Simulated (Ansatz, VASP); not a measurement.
## Two plane-wave programs on RbBr

The input INCAR:

```
SYSTEM = RbBr
  PREC = Accurate
  ENCUT = 520
  EDIFF = 1E-8
  ISMEAR = -1
  SIGMA = 0.03
  LREAL = .FALSE.
  LASPH = .TRUE.
  NELM = 60
  ALGO = Normal
  ISIF = 2
  LWAVE = .FALSE.
  LCHARG = .FALSE.
  GGA = PS
  LEFG = .TRUE.
  NBANDS = 15
```

Contents of KPOINTS:

```
Automatic mesh
0
G
  7 7 7
  0 0 0
```

POSCAR

```
RbBr
1.0
    3.3805828960      0.0000000000      0.0000000000
    0.0000000000      3.3805828960      0.0000000000
    0.0000000000      0.0000000000      3.3805828960
Rb Br
1 1
Direct
    0.0000000000      0.0000000000      0.0000000000
    0.5000000000      0.5000000000      0.5000000000
```

Input for Ansatz:

```yaml
crystal:
  lattice:
    - [3.380582896, 0.0, 0.0]
    - [0.0, 3.380582896, 0.0]
    - [0.0, 0.0, 3.380582896]
  atoms:
    - { symbol: Rb, position: [0.0, 0.0, 0.0] }
    - { symbol: Br, position: [0.5, 0.5, 0.5] }
kpoints:
  mp_grid: { grid: [7, 7, 7] }
  band_path:
    path:
      - [0.0, 0.0, 0.0]
      - [0.0, 0.5, 0.0]
      - [0.5, 0.5, 0.0]
      - [0.0, 0.0, 0.0]
      - [0.5, 0.5, 0.5]
      - [0.0, 0.5, 0.0]
      - [0.5, 0.5, 0.5]
      - [0.5, 0.5, 0.0]
    npoints: 6
scf:
  occupations: { method: fermi_dirac, width: 0.03 }
hamiltonian:
  xc: pbesol
  pseudopotentials: { kind: paw }
output:
  forces: true
  stress: true
  eigenvalues: true
  efg: { contact_densities: true }
  populations: true
  write_density: true
  write_potential: true
  elf: true
  volumetric_format: npy
```

Change from the starting cell: volume scaled by 0.55, PAW files.

Alike in both runs: task electric field gradients; functional PBEsol; k mesh 7 × 7 × 7; occupations fermi-dirac, width 0.03 eV; no spin polarisation.

|  | VASP | Ansatz |
| --- | --- | --- |
| version | VASP 6.6.1 | Ansatz 0.2.0 |
| potentials or method | VASP PAW PBE potentials, release 64 (Rb_sv, Br) | PAW with Ansatz's default frozen-core files, scalar-relativistic |
| plane-wave cutoff (eV) | 520 | 420 |
| valence electrons in the cell | 16 | 16 |

|  | VASP | Ansatz | Ansatz less VASP |
| --- | --- | --- | --- |
| gap on the k mesh at the Fermi level (eV) | 3.56 | 3.58 | +0.020 |
| pressure (GPa) | 39.6 | 38.8 | -0.71 |
| Vzz of the field gradient on the site that differs most (V/Å²) | 0.0 | 0.0 | 0.00 |

Ansatz warned: «gradients_without_spin_orbit».

Caveats: so large a pressure means that the cell lies far from this level's equilibrium, or that cutoff or potentials fall short (VASP); the potentials were made for another functional, which shifts forces and pressure (VASP); an odd mesh through Γ misses points on the zone boundary, where band edges often lie.
